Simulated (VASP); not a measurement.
**How biaxial strain in the (0001) plane changes ZnO (P6_3mc)**

How do the elastic response and the band edges of ZnO follow biaxial strain in the (0001) plane?

Calculated with VASP 6.6.1; LDA; plane waves and PAW (Zn, O), in the first sound run; inputs show where later runs differ.

### Step 1. Set-up

It takes space group P6_3mc (No. 186, hexagonal). The conventional cell has a = 3.250 Å, b = 3.250 Å, c = 5.207 Å, α = 90.00°, β = 90.00°, γ = 120.00°. Nearest to Zn lie 4 O at 1.97 to 1.99 Å. O has 4 Zn at 1.97 to 1.99 Å nearest. Farther neighbours and most contacts between anions are not listed.

### Step 2. Relax the crystal, LDA

The series starts from the cell that this level prefers, so that zero strain is near zero stress.

This step took 2 runs in a row; the last is shown.

Level: LDA; plane waves and PAW (Zn, O).

The input, INCAR:

```
SYSTEM = ZnO
PREC = Accurate
ENCUT = 600
EDIFF = 1E-07
NELM = 120
ISMEAR = 0
SIGMA = 0.02
LREAL = .FALSE.
ALGO = Normal
GGA = CA
NBANDS = 24
LASPH = .TRUE.
LORBIT = 11
LWAVE = .FALSE.
LCHARG = .FALSE.
KPAR = 16
IBRION = 2
NSW = 40
ISIF = 3
EDIFFG = -0.005
POTIM = 0.4
```

The input, POSCAR:

```
ZnO
1.0
    3.1937689529      0.0000000000      0.0000000000
   -1.5968844764      2.7658850467      0.0000000000
    0.0000000000      0.0000000000      5.1629500722
Zn O
2 2
Direct
    0.3333333333      0.6666666667      0.0017855574
    0.6666666667      0.3333333333      0.5017855574
    0.3333333333      0.6666666667      0.3802144426
    0.6666666667      0.3333333333      0.8802144426
```

The input, KPOINTS:

```
Automatic mesh
0
Gamma
11 11 6
0 0 0
```

Potentials, in the order of the species: Zn and O (LDA family, release 64).

On the command line:

```bash
$ mpirun -np 16 vasp_std
```

The program printed:

```text
[banner, memory and clock lines left out]
running   16 mpi-ranks, on    1 nodes
[...]
|                                                                             |
|           W    W    AA    RRRRR   N    N  II  N    N   GGGG   !!!           |
|           W    W   A  A   R    R  NN   N  II  NN   N  G    G  !!!           |
|           W    W  A    A  R    R  N N  N  II  N N  N  G       !!!           |
|           W WW W  AAAAAA  RRRRR   N  N N  II  N  N N  G  GGG   !            |
|           WW  WW  A    A  R   R   N   NN  II  N   NN  G    G                |
|           W    W  A    A  R    R  N    N  II  N    N   GGGG   !!!           |
|                                                                             |
|     For optimal performance we recommend to set                             |
|       NCORE = 2 up to number-of-cores-per-socket                            |
|     NCORE specifies how many cores store one orbital (NPAR=cpu/NCORE).      |
|     This setting can greatly improve the performance of VASP for DFT.       |
[...]
|     Unfortunately you need to use the default for GW and RPA                |
|     calculations (for HF NCORE is supported but not extensively tested      |
|     yet).                                                                   |
|                                                                             |

 LDA part: xc-table for (Slater(with rela. corr.)+CA(PZ))
 , standard interpolation
 POSCAR, INCAR and KPOINTS ok, starting setup
[...]
entering main loop
       N       E                     dE             d eps       ncg     rms          rms(c)
DAV:   1     0.300389963719E+03    0.30039E+03   -0.20316E+04  3112   0.244E+03
DAV:   2     0.551037235299E+01   -0.29488E+03   -0.27867E+03  3296   0.458E+02
DAV:   3    -0.237501579140E+02   -0.29261E+02   -0.29021E+02  3568   0.148E+02
DAV:   4    -0.242331356595E+02   -0.48298E+00   -0.48271E+00  3496   0.198E+01
[...]
DAV:  14    -0.211634116033E+02    0.22513E-05   -0.38094E-06  4192   0.214E-02    0.316E-03
DAV:  15    -0.211634115627E+02    0.40593E-07   -0.11238E-06  3216   0.879E-03    0.885E-04
DAV:  16    -0.211634115590E+02    0.37135E-08   -0.87151E-09  1680   0.105E-03
   1 F= -.21163412E+02 E0= -.21163412E+02  d E =-.211634E+02
[...]
reached required accuracy - stopping structural energy minimisation
```

It took 6.4 s on 16 MPI ranks of Intel Xeon 6975P-C (Granite Rapids), shared host; peak memory 3.4 GiB; 63 s of CPU time.

Lines that name or quote the potential files are left out of all logs, and their timing lines are given in words.

From OUTCAR (step 2):

```text
  Total        0.0133978      0.0133978      0.0193903      0.0000000     -0.0000000     -0.0000000
  in kB        0.4706628      0.4706628      0.6811748      0.0000000     -0.0000000     -0.0000000
  external PRESSURE =       0.5408335 kB  Pullay stress =       0.0000000 kB

 POSITION                                       TOTAL-FORCE (eV/Angst)
 -----------------------------------------------------------------------------------
     -0.00000      1.84392      0.00922        -0.000000      0.000000      0.000088
      1.59688      0.92196      2.59069         0.000000     -0.000000      0.000088
     -0.00000      1.84392      1.96303         0.000000      0.000000     -0.000088
      1.59688      0.92196      4.54450         0.000000     -0.000000     -0.000088
 -----------------------------------------------------------------------------------
    total drift:                               -0.000000     -0.000000     -0.001111

  FREE ENERGIE OF THE ION-ELECTRON SYSTEM (eV)
  ---------------------------------------------------
  free  energy   TOTEN  =       -21.1634115590 eV

  energy  without entropy=      -21.1634115590  energy(sigma->0) =      -21.16341156

 reached required accuracy - stopping structural energy minimisation

[... 3 further parts left out ...]
[key lines of the parts left out:]
E-fermi :   1.4355
```

This run gave:

```
energy(sigma→0) of the program : -21.1634 eV
stress, compression positive   : xx, yy, zz 0.05, 0.05, 0.07 GPa
volume                         : 45.607 Å³
ionic steps                    : 1
```

### Step 3. Strain along the normal, LDA

One member in full: the plane is strained by 1.5 %, and the strain along the normal is moved by secant steps until the normal stress is under 0.012 GPa or five steps are spent; the atoms relax at each step.

This step took 4 runs, each at a new trial strain with the atoms of the one before; the last is shown.

Level: LDA; plane waves and PAW (Zn, O).

Edit INCAR of step 2 so:

```diff
@@ -15,7 +15,7 @@
 LCHARG = .FALSE.
-KPAR = 16
-IBRION = 2
-NSW = 40
-ISIF = 3
-EDIFFG = -0.005
-POTIM = 0.4
+KPAR = 4
+IBRION = 1
+NSW = 25
+ISIF = 2
+EDIFFG = -0.004
+POTIM = 0.3
```

The input, POSCAR:

```
ZnO
1.0
    3.2416754870      0.0000000000      0.0000000000
   -1.6208377440      2.8073733220      0.0000000000
    0.0000000000      0.0000000000      5.0822448910
Zn O
2 2
Direct
    0.3333333333      0.6666666667      0.9976936424
    0.6666666667      0.3333333333      0.4976936424
    0.3333333333      0.6666666667      0.3843063576
    0.6666666667      0.3333333333      0.8843063576
```

KPOINTS is that of step 2.

On the command line:

```bash
$ mpirun -np 4 vasp_std
```

The program printed:

```text
[banner, memory and clock lines left out]
running    4 mpi-ranks, on    1 nodes
[...]
LDA part: xc-table for (Slater(with rela. corr.)+CA(PZ))
 , standard interpolation
 POSCAR, INCAR and KPOINTS ok, starting setup
[...]
entering main loop
       N       E                     dE             d eps       ncg     rms          rms(c)
DAV:   1     0.298021894978E+03    0.29802E+03   -0.20310E+04  3088   0.244E+03
DAV:   2     0.484367240214E+01   -0.29318E+03   -0.27921E+03  3352   0.453E+02
DAV:   3    -0.237467669101E+02   -0.28590E+02   -0.28375E+02  3480   0.146E+02
DAV:   4    -0.242108216938E+02   -0.46405E+00   -0.46380E+00  3544   0.194E+01
[...]
DAV:  13    -0.211503869711E+02   -0.20519E-05   -0.71595E-06  4896   0.741E-02    0.126E-02
DAV:  14    -0.211503846029E+02    0.23683E-05   -0.42923E-06  4040   0.212E-02    0.306E-03
DAV:  15    -0.211503845795E+02    0.23346E-07   -0.91741E-07  3288   0.801E-03
   1 F= -.21150385E+02 E0= -.21150385E+02  d E =-.211504E+02
 BRION: g(F)=  0.229E-06 g(S)=  0.000E+00
 reached required accuracy - stopping structural energy minimisation
```

Wall time 16 s (4 MPI ranks); peak memory 0.77 GiB.

OUTCAR, selected parts (step 3):

```text
  Total       -0.9744607     -0.9744607     -0.0014250      0.0000000     -0.0000000     -0.0000000
  in kB      -33.7558950    -33.7558949     -0.0493641      0.0000000     -0.0000000     -0.0000000
  external PRESSURE =     -22.5203847 kB  Pullay stress =       0.0000000 kB

 POSITION                                       TOTAL-FORCE (eV/Angst)
 -----------------------------------------------------------------------------------
     -0.00000      1.87158      5.07052        -0.000000     -0.000000     -0.001405
      1.62084      0.93579      2.52940        -0.000000      0.000000     -0.001405
     -0.00000      1.87158      1.95314        -0.000000      0.000000      0.001405
      1.62084      0.93579      4.49426         0.000000      0.000000      0.001405
 -----------------------------------------------------------------------------------
    total drift:                               -0.000000     -0.000000     -0.001236

  FREE ENERGIE OF THE ION-ELECTRON SYSTEM (eV)
  ---------------------------------------------------
  free  energy   TOTEN  =       -21.1503845795 eV

  energy  without entropy=      -21.1503845795  energy(sigma->0) =      -21.15038458

[... 2 parts as in an earlier step ...]

[... 2 further parts left out ...]
[key lines of the parts left out:]
E-fermi :   1.2220
```

This run gave:

```
energy(sigma→0) of the program : -21.1504 eV
stress, compression positive   : xx, yy, zz -3.38, -3.38, 0.00 GPa
ionic steps                    : 1
```

### Step 4. Band edges, TB-mBJ with spin-orbit coupling

Short lines in KPOINTS_OPT sample the zone centre along and across the normal of the plane, for masses, and the other valleys.

Level: TB-mBJ, spin-orbit coupling; plane waves and PAW (Zn, O).

TB-mBJ has no energy functional, so the total energy, stress and pressure in this output mean nothing.

The input, INCAR:

```
SYSTEM = ZnO
PREC = Accurate
ENCUT = 600
EDIFF = 1E-06
NELM = 150
ISMEAR = 0
SIGMA = 0.02
LREAL = .FALSE.
ALGO = Normal
METAGGA = MBJ
LASPH = .TRUE.
LNONCOLLINEAR = .TRUE.
MAGMOM = 0 0 0 0 0 0 0 0 0 0 0 0
NBANDS = 46
GGA_COMPAT = .FALSE.
LSORBIT = .TRUE.
LWAVE = .FALSE.
LCHARG = .FALSE.
KPAR = 4
```

POSCAR is that of step 3.

The input, KPOINTS:

```
Automatic mesh
0
Gamma
9 9 5
0 0 0
```

The input, KPOINTS_OPT:

```
Line mode
6
Line-mode
Reciprocal
  0.00000000   0.00000000   0.00000000
  0.00000000   0.00000000   0.04044322

  0.00000000   0.00000000   0.00000000
 -0.02579643   0.01289822   0.00000000

  0.50000000   0.00000000   0.00000000
  0.50000000   0.00000000   0.50000000

  0.33333333   0.33333333   0.00000000
  0.33333333   0.33333333   0.50000000
```

On the command line:

```bash
$ mpirun -np 4 vasp_ncl
```

The program printed:

```text
[banner, memory and clock lines left out]
running    4 mpi-ranks, on    1 nodes
[...]
|                                                                             |
|               ----> ADVICE to this user running VASP <----                  |
|                                                                             |
|     You enforced a specific xc type in the INCAR file but a different       |
|     [... a line on the potential file left out ...]
|     I HOPE YOU KNOW WHAT YOU ARE DOING!                                     |
|                                                                             |

 LDA part: xc-table for (None), standard interpolation
 POSCAR, INCAR and KPOINTS ok, starting setup
[...]
entering main loop
       N       E                     dE             d eps       ncg     rms          rms(c)
DAV:   1     0.369148555256E+03    0.36915E+03   -0.18614E+04  5544   0.249E+03
DAV:   2     0.108413478709E+02   -0.35831E+03   -0.33823E+03  5576   0.563E+02
DAV:   3    -0.527398547574E+02   -0.63581E+02   -0.62118E+02  5984   0.218E+02
DAV:   4    -0.562387162416E+02   -0.34989E+01   -0.34720E+01  6444   0.523E+01
[...]
DAV:  51    -0.484693207610E+02    0.52087E-05   -0.16579E-11  2838   0.627E-05    0.299E-06
DAV:  52    -0.484693163867E+02    0.43743E-05   -0.10236E-11  2826   0.620E-05    0.698E-06
DAV:  53    -0.484693168106E+02   -0.42390E-06   -0.18830E-12  2814   0.219E-05
   1 F= -.48469317E+02 E0= -.48469317E+02  d E =-.913541E-32  mag=    -0.0000    -0.0000     0.0000
 Start KPOINTS_OPT (optional k-point list driver)
k-point batch [1-24\24]
       N       E                     dE             ncg
DAV:   1     0.876185387349E+04   -0.10064E+05     2214
DAV:   2    -0.661597035315E+02   -0.88280E+04     2296
DAV:   3    -0.138898071174E+04   -0.13228E+04     2430
DAV:   4    -0.144398143097E+04   -0.55001E+02     2490
DAV:   5    -0.144440489297E+04   -0.42346E+00     2420
DAV:   6    -0.144440955066E+04   -0.46577E-02     2486
DAV:   7    -0.144440962105E+04   -0.70390E-04     2424
DAV:   8    -0.144440962233E+04   -0.12781E-05     1826
DAV:   9    -0.144440962243E+04   -0.96638E-07     1564
```

Elapsed: 7.2 min, on 4 MPI ranks; peak memory 2.4 GiB.

Parts of OUTCAR (step 4):

```text
  LATTYP: Found a hexagonal cell.
 ALAT       =     3.2416754870
 C/A-ratio  =     1.5677833612

 Subroutine GETGRP returns: Found 12 space group operations
 (whereof  6 operations were pure point group operations)

The static configuration has the point symmetry C_3v.
 The point group associated with its full space group is C_6v.

 Found     60 irreducible k-points:

   k-points           NKPTS =     60   k-points in BZ     NKDIM =     60   number of bands    NBANDS=     46

   dimension x,y,z NGX =    28 NGY =   28 NGZ =   42
   dimension x,y,z NGXF=    56 NGYF=   56 NGZF=   84

   ENCUT  =  600.0 eV  44.10 Ry    6.64 a.u.   6.47  6.47 10.15*2*pi/ulx,y,z

   NELECT =      36.0000    total number of electrons

 E-fermi :   3.2246

 k-point     1 :       0.0000    0.0000    0.0000
  band No.  band energies     occupation
    ...
     32       2.8962      1.00000
     33       3.0070      1.00000
     34       3.0070      1.00000
     35       3.0655      1.00000
     36       3.0655      1.00000
     37       5.6498      0.00000
     38       5.6498      0.00000
     39      10.2854      0.00000
     40      10.2854      0.00000
     41      13.3006      0.00000
    ...

 k-point     2 :       0.1111    0.0000    0.0000
  band No.  band energies     occupation
    ...
     32       2.6156      1.00000
     33       2.8094      1.00000
     34       2.8440      1.00000
     35       2.9454      1.00000
     36       2.9599      1.00000
     37       6.2585      0.00000
     38       6.2591      0.00000
     39      10.7539      0.00000
     40      10.7658      0.00000
     41      13.2610      0.00000
    ...

  Total     -225.3017500   -225.3017499   -223.8967798      0.0000000     -0.0000000      0.0000000
  in kB    -7804.5857007  -7804.5856975  -7755.9167060      0.0000014     -0.0000000      0.0000000
  external PRESSURE =   -7788.3627014 kB  Pullay stress =       0.0000000 kB

 POSITION                                       TOTAL-FORCE (eV/Angst)
 -----------------------------------------------------------------------------------
     -0.00000      1.87158      5.07052        -0.000000      0.000000      0.195903
      1.62084      0.93579      2.52940         0.000000     -0.000000      0.195903
     -0.00000      1.87158      1.95314         0.000000      0.000000     -0.195903
      1.62084      0.93579      4.49426        -0.000000      0.000000     -0.195903
 -----------------------------------------------------------------------------------
    total drift:                               -0.000000      0.000000      1.771659

  FREE ENERGIE OF THE ION-ELECTRON SYSTEM (eV)
  ---------------------------------------------------
  free  energy   TOTEN  =       -48.4693168106 eV

  energy  without entropy=      -48.4693168106  energy(sigma->0) =      -48.46931681

 Spin-Orbit-Coupling matrix elements
 Ion:    1  E_soc:     -0.0065639
 Ion:    2  E_soc:     -0.0065639
 Ion:    3  E_soc:     -0.0001898
 Ion:    4  E_soc:     -0.0001898

[... 1 part as in an earlier step ...]

[... 7 further parts left out ...]
```

### Step 5. Band edges, r2SCAN

Short lines in KPOINTS_OPT sample the zone centre along and across the normal of the plane, for masses, and the other valleys.

Level: r2SCAN; plane waves and PAW (Zn, O).

The input, INCAR:

```
SYSTEM = ZnO
PREC = Accurate
ENCUT = 600
EDIFF = 1E-06
NELM = 100
ISMEAR = 0
SIGMA = 0.02
LREAL = .FALSE.
ALGO = Normal
METAGGA = R2SCAN
LASPH = .TRUE.
NBANDS = 23
LWAVE = .FALSE.
LCHARG = .FALSE.
KPAR = 4
```

POSCAR is that of step 4.

KPOINTS is that of step 4.

KPOINTS_OPT is that of step 4.

On the command line:

```bash
$ mpirun -np 4 vasp_std
```

The program printed:

```text
[banner, memory and clock lines left out]
running    4 mpi-ranks, on    1 nodes
[...]
[... a notice as in an earlier step ...]

 LDA part: xc-table for (None), standard interpolation
 POSCAR, INCAR and KPOINTS ok, starting setup
[...]
entering main loop
       N       E                     dE             d eps       ncg     rms          rms(c)
DAV:   1     0.282887831899E+02    0.28289E+02   -0.20942E+04  1656   0.260E+03
DAV:   2    -0.273206541745E+03   -0.30150E+03   -0.28719E+03  1733   0.476E+02
DAV:   3    -0.305147510362E+03   -0.31941E+02   -0.31702E+02  1971   0.161E+02
DAV:   4    -0.305706084179E+03   -0.55857E+00   -0.55812E+00  1866   0.225E+01
[...]
DAV:  14    -0.295289632073E+03    0.60500E-06   -0.26353E-05  2518   0.791E-02    0.164E-02
DAV:  15    -0.295289633628E+03   -0.15555E-05   -0.70099E-06  1866   0.276E-02    0.753E-03
DAV:  16    -0.295289634304E+03   -0.67551E-06   -0.21716E-06  1163   0.169E-02
   1 F= -.29528963E+03 E0= -.29528963E+03  d E =-.697813E-33
 Start KPOINTS_OPT (optional k-point list driver)
k-point batch [1-24\24]
       N       E                     dE             ncg
DAV:   1     0.457283768552E+04   -0.15699E+05     1104
DAV:   2    -0.239691166733E+04   -0.69697E+04     1174
DAV:   3    -0.306329479899E+04   -0.66638E+03     1349
DAV:   4    -0.307356514772E+04   -0.10270E+02     1251
DAV:   5    -0.307362397868E+04   -0.58831E-01     1307
DAV:   6    -0.307362460455E+04   -0.62587E-03     1251
DAV:   7    -0.307362461399E+04   -0.94334E-05     1292
DAV:   8    -0.307362461413E+04   -0.14929E-06      839
```

The job ended after 48 s (4 MPI ranks; peak memory 0.89 GiB; 2.1 min of CPU time).

(Continued in part 2 of 2.)

[Lines on the potential files, build, host, timing and source positions are cut from VASP's logs without a mark.]

[Logs are printed without paths, hosts, clocks, repeated set-up lines and the standing remarks that a program may print on its own settings, such as how far it seeks lower states.]

[Hosts, paths, dates, database ids (printed as entryN), source tags and the programs' standing remarks are cut or masked in the printed files.]

[In band tables of VASP the shares of atoms and orbitals are scaled to a sum of 1 inside the atoms' spheres.]
